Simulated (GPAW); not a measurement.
# V (Im-3m) in GPAW: relaxation of cell and atoms with RPBE

Aim: the relaxation of cell and atoms of V with RPBE.

All numbers are computed with GPAW 26.7.0; they aren't measurements. Logs are shortened: lines on timing, memory, paths and dates and some standing lists are left out, and cuts for length are marked. The log counts tension as positive stress, the text compression.

## Step 1: The crystal as given

Symmetry: Im-3m, No. 229, cubic system. Conventional cell: a = 3.029 Å, b = 3.029 Å, c = 3.029 Å, α = 90.00°, β = 90.00°, γ = 90.00°. V (site symmetry m-3m) has 8 V at 2.62 Å as nearest neighbours.

## Step 2: Relaxation of cell and atoms, RPBE, collinear spin, ferromagnetic start

Input file run.py:

```python
from ase.filters import FrechetCellFilter
from ase.io import read, write
from ase.optimize import FIRE
from gpaw import GPAW, PW

atoms = read('V.xyz')
atoms.set_initial_magnetic_moments([2.0])

calc = GPAW(mode=PW(600),
            xc='RPBE',
            kpts={'size': (12, 12, 12), 'gamma': True},
            occupations={'name': 'fermi-dirac', 'width': 0.05},
            nbands=15,
            convergence={'density': 1e-05, 'forces': 0.0001},
            maxiter=150,
            txt='gpaw.txt')
atoms.calc = calc
opt = FIRE(FrechetCellFilter(atoms), trajectory='relax.traj', logfile='-')
done = opt.run(fmax=0.01, steps=100)
calc.write('gs.gpw')
write('result.traj', atoms)
print('Converged:', done)
print('Cell:', atoms.cell.cellpar().round(4))
print('Volume:', round(atoms.get_volume(), 4))
print(atoms.get_scaled_positions().round(5))
```

Input file V.xyz:

```xyz
1
Lattice="-1.5143500000 1.5143500000 1.5143500000 1.5143500000 -1.5143500000 1.5143500000 1.5143500000 1.5143500000 -1.5143500000" Properties=species:S:1:pos:R:3 pbc="T T T"
V      0.0000000000      0.0000000000      0.0000000000
```

Potentials or basis: the program's PAW data sets (release 1.2.1) made for this functional, pw.

Run with:

```bash
$ OMP_NUM_THREADS=1 python run.py
```

gpaw.txt:

```text
__  _  _
 | _ |_)|_||  |
 |__||  | ||/\| - 26.7.0

Input parameters:
  mode=PW(ecut=600.0),
  convergence={'density': 1e-05, 'forces': 0.0001},
  kpts=MonkhorstPack(size=(12, 12, 12), gamma=True),
  maxiter=150,
  nbands=15,
  occupations=Occupations(name='fermi-dirac', width=0.05),
  xc=XC(name='RPBE')

Diagonalizing LCAO Hamiltonian
Converting LCAO to pw mode

       V

Atoms  # Å, Bohr magnetons
|   | symbol |        x |        y |        z |    initial magnetic moments |
|---|--------|----------|----------|----------|-----------------------------|
| 0 |      V | 0.000000 | 0.000000 | 0.000000 | ( 0.0000,  0.0000,  2.0000) |

Unit cell  # Å
| periodic |         x |         y |         z |  lengths |     angles |
|----------|-----------|-----------|-----------|----------|------------|
|      yes | -1.514350 |  1.514350 |  1.514350 | 2.622931 | 109.471221 |
|      yes |  1.514350 | -1.514350 |  1.514350 | 2.622931 | 109.471221 |
|      yes |  1.514350 |  1.514350 | -1.514350 | 2.622931 | 109.471221 |
[... 214 lines left out ...]
|          3 |       -27.978 |     1.000 |       -27.978 |     1.000 |
|          4 |         2.732 |     1.000 |         2.732 |     1.000 |
|          5 |         9.652 |     0.000 |         9.652 |     0.000 |
|          6 |         9.652 |     0.000 |         9.652 |     0.000 |
|          7 |         9.652 |     0.000 |         9.652 |     0.000 |
|          8 |        11.565 |     0.000 |        11.565 |     0.000 |
|          9 |        11.565 |     0.000 |        11.565 |     0.000 |
|         10 |        29.716 |     0.000 |        29.716 |     0.000 |
|         11 |        29.716 |     0.000 |        29.716 |     0.000 |
|         12 |        29.716 |     0.000 |        29.716 |     0.000 |
|        ... |               |           |               |           |
|         14 |        35.999 |     0.000 |        35.999 |     0.000 |

No gap
No difference between direct/indirect transitions

Stress tensor  # eV/Ang^3
|         x |         y |         z |
|-----------|-----------|-----------|
| -0.002007 |  0.000000 |  0.000000 |
|  0.000000 | -0.002007 |  0.000000 |
|  0.000000 |  0.000000 | -0.002007 |

Forces  # eV/Ang
|       x |       y |       z |
|---------|---------|---------|
| 0.00000 | 0.00000 | 0.00000 |  # V    0

Interpolating wave functions to new cell

       V

Atoms  # Å, Bohr magnetons
|   | symbol |        x |        y |        z |    initial magnetic moments |
|---|--------|----------|----------|----------|-----------------------------|
| 0 |      V | 0.000000 | 0.000000 | 0.000000 | ( 0.0000,  0.0000,  0.0000) |

Unit cell  # Å
| periodic |         x |         y |         z |  lengths |     angles |
|----------|-----------|-----------|-----------|----------|------------|
|      yes | -1.514772 |  1.514772 |  1.514772 | 2.623662 | 109.471221 |
|      yes |  1.514772 | -1.514772 |  1.514772 | 2.623662 | 109.471221 |
|      yes |  1.514772 |  1.514772 | -1.514772 | 2.623662 | 109.471221 |
[... 205 lines left out ...]
|          3 |       -27.990 |     1.000 |       -27.990 |     1.000 |
|          4 |         2.724 |     1.000 |         2.724 |     1.000 |
|          5 |         9.642 |     0.000 |         9.642 |     0.000 |
|          6 |         9.642 |     0.000 |         9.642 |     0.000 |
|          7 |         9.642 |     0.000 |         9.642 |     0.000 |
|          8 |        11.553 |     0.000 |        11.553 |     0.000 |
|          9 |        11.553 |     0.000 |        11.553 |     0.000 |
|         10 |        29.699 |     0.000 |        29.699 |     0.000 |
|         11 |        29.699 |     0.000 |        29.699 |     0.000 |
|         12 |        29.699 |     0.000 |        29.699 |     0.000 |
|        ... |               |           |               |           |
|         14 |        35.976 |     0.000 |        35.976 |     0.000 |

No gap
No difference between direct/indirect transitions

Stress tensor  # eV/Ang^3
|         x |         y |         z |
|-----------|-----------|-----------|
| -0.001111 |  0.000000 | -0.000000 |
|  0.000000 | -0.001111 |  0.000000 |
| -0.000000 |  0.000000 | -0.001111 |

Forces  # eV/Ang
|        x |        y |       z |
|----------|----------|---------|
| -0.00000 | -0.00000 | 0.00000 |  # V    0

Interpolating wave functions to new cell

       V

Atoms  # Å, Bohr magnetons
|   | symbol |        x |        y |        z |    initial magnetic moments |
|---|--------|----------|----------|----------|-----------------------------|
| 0 |      V | 0.000000 | 0.000000 | 0.000000 | ( 0.0000,  0.0000,  0.0000) |

Unit cell  # Å
| periodic |         x |         y |         z |  lengths |     angles |
|----------|-----------|-----------|-----------|----------|------------|
|      yes | -1.515429 |  1.515429 |  1.515429 | 2.624799 | 109.471221 |
|      yes |  1.515429 | -1.515429 |  1.515429 | 2.624799 | 109.471221 |
|      yes |  1.515429 |  1.515429 | -1.515429 | 2.624799 | 109.471221 |
[... 221 lines left out ...]
Stress tensor  # eV/Ang^3
|        x |        y |        z |
|----------|----------|----------|
| 0.000276 | 0.000000 | 0.000000 |
| 0.000000 | 0.000276 | 0.000000 |
| 0.000000 | 0.000000 | 0.000276 |

Forces  # eV/Ang
|       x |       y |        z |
|---------|---------|----------|
| 0.00000 | 0.00000 | -0.00000 |  # V    0

# Writing to gs.gpw (mode='')
```

It took 40 s on 1 thread of Intel Xeon Platinum 8488C (Sapphire Rapids), shared host; peak memory 0.19 GiB.

Results:

```
Free energy                            : -8.0332 eV
Relaxed volume                         : 13.92 Å³/atom
Relaxed cell                           : a = 2.625 Å, b = 2.625 Å, c = 2.625 Å, α = 109.47°, β = 109.47°, γ = 109.47°
Space group after relaxing (to 0.05 Å) : Im-3m (No. 229)
Energy gained by relaxing              : 0.0 meV/atom
Ionic steps                            : 3
Pressure after relaxing                : 0.0 GPa
Band gap on the k mesh                 : none (metal or under the smearing width)
Net moment                             : 0.00 μB per cell
```

Final structure:
```cif
data_structure
_symmetry_space_group_name_H-M 'P 1'
_symmetry_Int_Tables_number 1
_cell_length_a 2.6248
_cell_length_b 2.6248
_cell_length_c 2.6248
_cell_angle_alpha 109.471
_cell_angle_beta 109.471
_cell_angle_gamma 109.471
_cell_volume 13.92
loop_
_atom_site_label
_atom_site_type_symbol
_atom_site_fract_x
_atom_site_fract_y
_atom_site_fract_z
_atom_site_occupancy
V1 V 0.00000 0.00000 0.00000 1
```

Caveat: each step starts from the last one's moments, so a moment once lost doesn't come back; later steps reuse the first step's grids.
